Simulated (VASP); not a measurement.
# MgS (Pm-3m) in VASP: density of states with PBE

Aim: the density of states of MgS with PBE.

All numbers are computed with VASP 6.6.1; they aren't measurements. Logs are shortened: lines on timing, memory, paths and dates and some standing lists are left out, and cuts for length are marked.

### Step 1. The crystal as given

It takes space group Pm-3m (No. 221, cubic). Conventional cell: a = 3.605 Å, b = 3.605 Å, c = 3.605 Å, α = 90.00°, β = 90.00°, γ = 90.00°. Around S (site symmetry m-3m) lie 8 Mg at 3.12 Å. Mg (site symmetry m-3m) is surrounded by 8 S at 3.12 Å.

The cell was built by a generator and needn't be a form met in nature.

### Step 2. Density of states, PBE

The input, POSCAR:

```
MgS
1.0
    3.6053540000      0.0000000000      0.0000000000
    0.0000000000      3.6053540000      0.0000000000
    0.0000000000      0.0000000000      3.6053540000
S Mg
1 1
Direct
    0.5000000000      0.5000000000      0.5000000000
    0.0000000000      0.0000000000      0.0000000000
```

The input, INCAR.step1:

```
ALGO     = Fast           # electronic algorithm
EDIFF    = 1E-6           # SCF threshold, eV
ENCUT    = 520            # plane-wave cutoff, eV
GGA      = PE             # functional
ISIF     = 2              # what is computed and relaxed
ISMEAR   = -1             # smearing method
LASPH    = True           # aspherical terms in the spheres
LCHARG   = True           # write CHGCAR
LREAL    = False          # projectors in reciprocal space
LWAVE    = False          # write WAVECAR
NBANDS   = 11             # bands
NELM     = 60             # most SCF steps
PREC     = Accurate       # precision mode
SIGMA    = 0.1            # smearing width, eV
```

The input, KPOINTS.step1:

```
k-points
0
Gamma
  9 9 9
```

The input, INCAR.step2:

```
ALGO     = Fast           # electronic algorithm
EDIFF    = 1E-6           # SCF threshold, eV
ENCUT    = 520            # plane-wave cutoff, eV
GGA      = PE             # functional
ICHARG   = 11             # starting density
ISIF     = 2              # what is computed and relaxed
ISMEAR   = -5             # smearing method
LASPH    = True           # aspherical terms in the spheres
LCHARG   = False          # write CHGCAR
LORBIT   = 10             # projections on sites
LREAL    = False          # projectors in reciprocal space
LWAVE    = False          # write WAVECAR
NBANDS   = 11             # bands
NEDOS    = 1001           # points of the DOS
NELM     = 60             # most SCF steps
PREC     = Accurate       # precision mode
SIGMA    = 0.1            # smearing width, eV
```

The input, KPOINTS.step2:

```
k-points
0
Gamma
  14 14 14
```

Potentials or basis: VASP PAW PBE potentials, release 64 (S, Mg).

Command:

```
$ cat potpaw_PBE.64/S/POTCAR potpaw_PBE.64/Mg/POTCAR > POTCAR
$ cp INCAR.step1 INCAR
$ cp KPOINTS.step1 KPOINTS
$ mpirun -np 1 vasp_std > vasp.out
$ cp INCAR.step2 INCAR
$ cp KPOINTS.step2 KPOINTS
$ mpirun -np 1 vasp_std > vasp.out
```

OUTCAR:

```text
EDIFF = 1E-6
   ENCUT = 520
   GGA = PE
   ICHARG = 11
   ISIF = 2
   ISMEAR = -5
   LASPH = True
   LORBIT = 10
   LREAL = False
   NELM = 60
   PREC = Accurate

 ion  position               nearest neighbor table
   1  0.500  0.500  0.500-   2 3.12   2 3.12   2 3.12   2 3.12   2 3.12   2 3.12   2 3.12   2 3.12

   2  0.000  0.000  0.000-   1 3.12   1 3.12   1 3.12   1 3.12   1 3.12   1 3.12   1 3.12   1 3.12

  LATTYP: Found a simple cubic cell.
 ALAT       =     3.6053540000

  Lattice vectors:

 A1 = (   3.6053540000,   0.0000000000,   0.0000000000)
 A2 = (   0.0000000000,   3.6053540000,   0.0000000000)
 A3 = (   0.0000000000,   0.0000000000,   3.6053540000)

Analysis of symmetry for initial positions (statically):
=====================================================================
 Subroutine PRICEL returns:
 Original cell was already a primitive cell.

 Routine SETGRP: Setting up the symmetry group for a
 simple cubic supercell.

 Subroutine GETGRP returns: Found 48 space group operations
 (whereof 48 operations were pure point group operations)
 out of a pool of 48 trial point group operations.

The static configuration has the point symmetry O_h .

Analysis of symmetry for dynamics (positions and initial velocities):
=====================================================================
 Subroutine PRICEL returns:
 Original cell was already a primitive cell.

 Routine SETGRP: Setting up the symmetry group for a
 simple cubic supercell.

 Subroutine GETGRP returns: Found 48 space group operations
 (whereof 48 operations were pure point group operations)
 out of a pool of 48 trial point group operations.

The dynamic configuration has the point symmetry O_h .

 Subroutine INISYM returns: Found 48 space group operations
 (whereof 48 operations are pure point group operations),
 and found     1 'primitive' translations

----------------------------------------------------------------------------------------

                                     Primitive cell

  volume of cell :      46.8645

  direct lattice vectors                    reciprocal lattice vectors
     3.605354000  0.000000000  0.000000000     0.277365274  0.000000000  0.000000000
     0.000000000  3.605354000  0.000000000     0.000000000  0.277365274  0.000000000
     0.000000000  0.000000000  3.605354000     0.000000000  0.000000000  0.277365274

  length of vectors
     3.605354000  3.605354000  3.605354000     0.277365274  0.277365274  0.277365274

  position of ions in fractional coordinates (direct lattice)
     0.500000000  0.500000000  0.500000000
     0.000000000  0.000000000  0.000000000

  ion indices of the primitive-cell ions
   primitive index   ion index
                 1           1
                 2           2

----------------------------------------------------------------------------------------

 KPOINTS: k-points

Automatic generation of k-mesh.
 Grid dimensions read from file:
 generate k-points for:   14   14   14

 Generating k-lattice:

  Cartesian coordinates                     Fractional coordinates (reciprocal lattice)
     0.019811805  0.000000000  0.000000000     0.071428571  0.000000000  0.000000000
     0.000000000  0.019811805  0.000000000     0.000000000  0.071428571  0.000000000
     0.000000000  0.000000000  0.019811805     0.000000000  0.000000000  0.071428571

  Length of vectors
     0.019811805  0.019811805  0.019811805

  Shift w.r.t. Gamma in fractional coordinates (k-lattice)
     0.000000000  0.000000000  0.000000000

 TETIRR: Found   1360 inequivalent tetrahedra from    16464

 Subroutine IBZKPT returns following result:
 ===========================================

 Found    120 irreducible k-points:

 Following reciprocal coordinates:
            Coordinates               Weight
  0.000000  0.000000  0.000000      1.000000
  0.071429  0.000000  0.000000      6.000000
  0.142857  0.000000  0.000000      6.000000
  0.214286  0.000000  0.000000      6.000000
  0.285714  0.000000  0.000000      6.000000
  0.357143  0.000000  0.000000      6.000000
[... 16 lines left out ...]
  0.285714  0.214286  0.000000     24.000000
  0.357143  0.214286  0.000000     24.000000
 [... further k-points ...]
   k-points           NKPTS =    120   k-points in BZ     NKDIM =    120   number of bands    NBANDS=     11
   number of dos      NEDOS =   1001   number of ions     NIONS =      2
   total plane-waves  NPLWV =  21952
   dimension x,y,z NGX =    28 NGY =   28 NGZ =   28
   dimension x,y,z NGXF=    56 NGYF=   56 NGZF=   56
   ions per type =               1   1
   NGX,Y,Z   is equivalent  to a cutoff of  12.91, 12.91, 12.91 a.u.
   NGXF,Y,Z  is equivalent  to a cutoff of  25.82, 25.82, 25.82 a.u.
 SYSTEM =  unknown system
   PREC   = accura    normal or accurate (medium, high low for compatibility)
   ISTART =      0    job   : 0-new  1-cont  2-samecut
   ICHARG =     11    charge: 1-file 2-atom 10-const
   ISPIN  =      1    spin polarized calculation?
   LNONCOLLINEAR =      F non collinear calculations
   LSORBIT =      F    spin-orbit coupling
   LASPH  =      T    aspherical Exc in radial PAW
   ENCUT  =  520.0 eV  38.22 Ry    6.18 a.u.   6.70  6.70  6.70*2*pi/ulx,y,z
   NELM   =     60;   NELMIN=  2; NELMDL=  0     # of ELM steps
   EDIFF  = 0.1E-05   stopping-criterion for ELM
   LREAL  =      F    real-space projection
   EDIFFG = 0.1E-04   stopping-criterion for IOM
   NSW    =      0    number of steps for IOM
   IBRION =     -1    ionic relax: 0-MD 1-quasi-New 2-CG
   NFREE  =      0    steps in history (QN), initial steepest desc. (CG)
   ISIF   =      2    stress and relaxation
   ISYM   =      2    0-nonsym 1-usesym 2-fastsym
   POTIM  = 0.5000    time-step for ionic-motion
   TEBEG  =    0.0;   TEEND  =   0.0 temperature during run
   PSTRESS=    0.0 pullay stress
   NELECT =       8.0000    total number of electrons
   NUPDOWN=      -1.0000    fix difference up-down
   EMIN   =  10.00;   EMAX   =-10.00  energy-range for DOS
   EFERMI =   0.00;   METHOD = LEGACY
   ISMEAR =    -5;   SIGMA  =   0.10  broadening in eV -4-tet -1-fermi 0-gaus
   EFERMI_NEDOS =   21; number of points for ismear=-14 and -15
   IALGO  =     68    algorithm
   IMIX   =      4    mixing-type and parameters
     AMIX     =   0.40;   BMIX     =  1.00
     AMIX_MAG =   1.60;   BMIX_MAG =  1.00
  volume/ion in A,a.u.               =      23.43       158.13
  Fermi-wavevector in a.u.,A,eV,Ry     =   0.908149  1.716152 11.221185  0.824734
  Thomas-Fermi vector in A             =   2.032040
   LORBIT       =     10    0 simple, 1 ext, 2 COOP (PROOUT), +10 PAW based schemes
   GGA     = PE    functional components
   LHFCALC =     F    Hartree Fock is set to
   AEXX    =    0.0000 exact exchange contribution
   IVDW    =     0    specifies the selected vdW correction
   LEPSILON=     F    determine dielectric tensor
   LRPA    =     F    only Hartree local field effects (RPA)
 non-spin polarized calculation
 RMM-DIIS sequential band-by-band and
 Fermi weights with tetrahedron method with Bloechl corrections
  energy-cutoff  :      520.00
  volume of cell :       46.86
 maximum number of plane-waves:      1328
 NGX is ok and might be reduce to    28

 number of electron       7.9999998 magnetization

 Free energy of the ion-electron system (eV)
  ---------------------------------------------------
  ext. energy  EPLUGINS =         0.00000000
  ---------------------------------------------------
  free energy    TOTEN  =        -6.71959302 eV

  energy without entropy =       -6.71959302  energy(sigma->0) =       -6.71959302

 E-fermi :   2.7855     XC(G=0):  -8.6962

 val. band max:        2.8114184505   @ k =   0.5000   0.4286   0.0000
 cond. band min:       2.7808065846   @ k =   0.5000   0.5000   0.0714
 fundamental gap:     -0.0306118659
 Fermi energy:         2.7855397590

 k-point     1 :       0.0000    0.0000    0.0000
  band No.  band energies     occupation
      1      -9.4665      2.00000
      2       1.8793      2.00000
      3       1.8793      2.00000
      4       1.8793      2.00000
      5       2.2858      2.24647
      6       7.8595      0.00000
      7       7.8595      0.00000
      8      12.5881      0.00000
      9      12.5881      0.00000
     10      12.5881      0.00000
     11      15.1591      0.00000

 k-point     2 :       0.0714    0.0000    0.0000
  band No.  band energies     occupation
      1      -9.4397      2.00000
      2       1.2635      2.00000
      3       1.9018      2.00000
      4       1.9018      2.00000
      5       2.8059      0.20070
      6       7.9168      0.00000
      7       8.0256      0.00000
      8      12.3643      0.00000
      9      12.3643      0.00000
     10      12.4677      0.00000
     11      15.2230      0.00000

 k-point     3 :       0.1429    0.0000    0.0000
  band No.  band energies     occupation
      1      -9.3625      2.00000
      2       0.4468      2.00000
      3       1.9663      2.00000
      4       1.9663      2.00000
      5       3.3828      0.00000
      6       8.0887      0.00000
      7       8.3939      0.00000
      8      11.8289      0.00000
      9      11.8289      0.00000
     10      12.2815      0.00000
     11      15.4015      0.00000
[... 267 lines left out ...]
 k-point    23 :       0.2857    0.2143    0.0000
  band No.  band energies     occupation
      1      -8.9057      2.00000
      2      -0.7865      2.00000
      3       0.5161      2.00000
      4       2.3489      2.00000
      5       5.3627      0.00000
      6       7.1369      0.00000
      7       9.3743      0.00000
      8      10.8026      0.00000
      9      11.1499      0.00000
     10      13.1151      0.00000
     11      13.5513      0.00000

 k-point    24 :       0.3571    0.2143    0.0000
  band No.  band energies     occupation
      1      -8.7791      2.00000
      2      -1.2470      2.00000
      3       0.6537      2.00000
      4       2.4531      2.00000
      5       5.3953      0.00000
      6       6.9261      0.00000
      7       9.3083      0.00000
      8      10.4674      0.00000
      9      11.2961      0.00000
     10      13.2175      0.00000
     11      13.6610      0.00000

 [... further k-points ...]

------------------------ aborting loop because EDIFF is reached ----------------------------------------

  FORCE on cell =-STRESS in cart. coord.  units (eV):
  Direction    XX          YY          ZZ          XY          YZ          ZX
  --------------------------------------------------------------------------------------
  -------------------------------------------------------------------------------------
  Total       -3.1477887     -3.1477887     -3.1477887      0.0000000     -0.0000000     -0.0000000
  in kB     -107.6149004   -107.6149004   -107.6149004      0.0000000     -0.0000000     -0.0000000
  external PRESSURE =    -107.6149004 kB  Pullay stress =       0.0000000 kB

 VOLUME and BASIS-vectors are now :
 -----------------------------------------------------------------------------
  energy-cutoff  :      520.00
  volume of cell :       46.86
      direct lattice vectors                 reciprocal lattice vectors
     3.605354000  0.000000000  0.000000000     0.277365274  0.000000000  0.000000000
     0.000000000  3.605354000  0.000000000     0.000000000  0.277365274  0.000000000
     0.000000000  0.000000000  3.605354000     0.000000000  0.000000000  0.277365274

 POSITION                                       TOTAL-FORCE (eV/Angst)
 -----------------------------------------------------------------------------------
      1.80268      1.80268      1.80268         0.000000      0.000000      0.000000
      0.00000      0.00000      0.00000         0.000000      0.000000      0.000000
 -----------------------------------------------------------------------------------
    total drift:                                0.000000      0.000000      0.000000

  FREE ENERGIE OF THE ION-ELECTRON SYSTEM (eV)
  ---------------------------------------------------
  free  energy   TOTEN  =        -6.7195930153 eV

  energy  without entropy=       -6.7195930153  energy(sigma->0) =       -6.71959302

 total charge

# of ion       s       p       d       tot
------------------------------------------
    1        1.351   2.312   0.000   3.663
    2        0.113   0.065   0.014   0.193
--------------------------------------------------
tot          1.464   2.377   0.014   3.856
```

Run time: 40 s. Hardware: 1 thread of Intel Xeon Platinum 8488C (Sapphire Rapids), shared host; peak memory 0.19 GiB.

What came out:

* Valence electrons inside the program's atomic spheres: S 3.66; Mg 0.19

States per cell in windows of 0.5 eV (zero at the Fermi level; states under -8 eV left out):
| from (eV) | total | S1_p | Mg2_p | Mg2_s | S1_s | Mg2_d | S1_d |
| --- | --- | --- | --- | --- | --- | --- | --- |
| -8.0 | 0.00 | 0.00 | 0.00 | 0.00 | 0.00 | 0.00 | 0.00 |
| -7.5 | 0.00 | 0.00 | 0.00 | 0.00 | 0.00 | 0.00 | 0.00 |
| -7.0 | 0.00 | 0.00 | 0.00 | 0.00 | 0.00 | 0.00 | 0.00 |
| -6.5 | 0.00 | 0.00 | 0.00 | 0.00 | 0.00 | 0.00 | 0.00 |
| -6.0 | 0.00 | 0.00 | 0.00 | 0.00 | 0.00 | 0.00 | 0.00 |
| -5.5 | 0.00 | 0.00 | 0.00 | 0.00 | 0.00 | 0.00 | 0.00 |
| -5.0 | 0.10 | 0.02 | 0.00 | 0.01 | 0.00 | 0.00 | 0.00 |
| -4.5 | 0.39 | 0.10 | 0.00 | 0.02 | 0.00 | 0.00 | 0.00 |
| -4.0 | 0.79 | 0.21 | 0.01 | 0.04 | 0.01 | 0.00 | 0.00 |
| -3.5 | 0.70 | 0.21 | 0.01 | 0.02 | 0.01 | 0.00 | 0.00 |
| -3.0 | 0.75 | 0.26 | 0.01 | 0.01 | 0.01 | 0.00 | 0.00 |
| -2.5 | 0.66 | 0.25 | 0.01 | 0.00 | 0.01 | 0.00 | 0.00 |
| -2.0 | 0.55 | 0.23 | 0.01 | 0.00 | 0.01 | 0.00 | 0.00 |
| -1.5 | 0.69 | 0.31 | 0.01 | 0.00 | 0.01 | 0.00 | 0.00 |
| -1.0 | 0.93 | 0.47 | 0.01 | 0.00 | 0.00 | 0.00 | 0.00 |
| -0.5 | 0.43 | 0.24 | 0.00 | 0.00 | 0.00 | 0.00 | 0.00 |
| 0.0 | 0.08 | 0.01 | 0.00 | 0.01 | 0.00 | 0.00 | 0.00 |
| 0.5 | 0.16 | 0.01 | 0.00 | 0.03 | 0.00 | 0.00 | 0.00 |
| 1.0 | 0.29 | 0.03 | 0.01 | 0.05 | 0.00 | 0.00 | 0.00 |
| 1.5 | 0.45 | 0.06 | 0.01 | 0.08 | 0.01 | 0.00 | 0.00 |
| 2.0 | 0.44 | 0.09 | 0.01 | 0.07 | 0.01 | 0.00 | 0.00 |
| 2.5 | 0.63 | 0.13 | 0.02 | 0.08 | 0.02 | 0.00 | 0.00 |
| 3.0 | 0.24 | 0.02 | 0.02 | 0.01 | 0.00 | 0.00 | 0.00 |
| 3.5 | 0.24 | 0.02 | 0.02 | 0.00 | 0.00 | 0.00 | 0.00 |
| 4.0 | 0.68 | 0.07 | 0.07 | 0.02 | 0.02 | 0.01 | 0.00 |
| 4.5 | 0.83 | 0.10 | 0.08 | 0.01 | 0.02 | 0.01 | 0.00 |
| 5.0 | 0.64 | 0.07 | 0.06 | 0.01 | 0.01 | 0.01 | 0.00 |
| 5.5 | 0.74 | 0.09 | 0.06 | 0.01 | 0.00 | 0.02 | 0.00 |
| 6.0 | 0.64 | 0.09 | 0.06 | 0.01 | 0.00 | 0.01 | 0.00 |
| 6.5 | 0.13 | 0.02 | 0.02 | 0.01 | 0.00 | 0.00 | 0.00 |
| 7.0 | 0.39 | 0.02 | 0.06 | 0.01 | 0.01 | 0.00 | 0.00 |
| 7.5 | 1.29 | 0.06 | 0.16 | 0.02 | 0.02 | 0.02 | 0.00 |

Caveat: tetrahedron occupations give inexact forces and stress in metals.
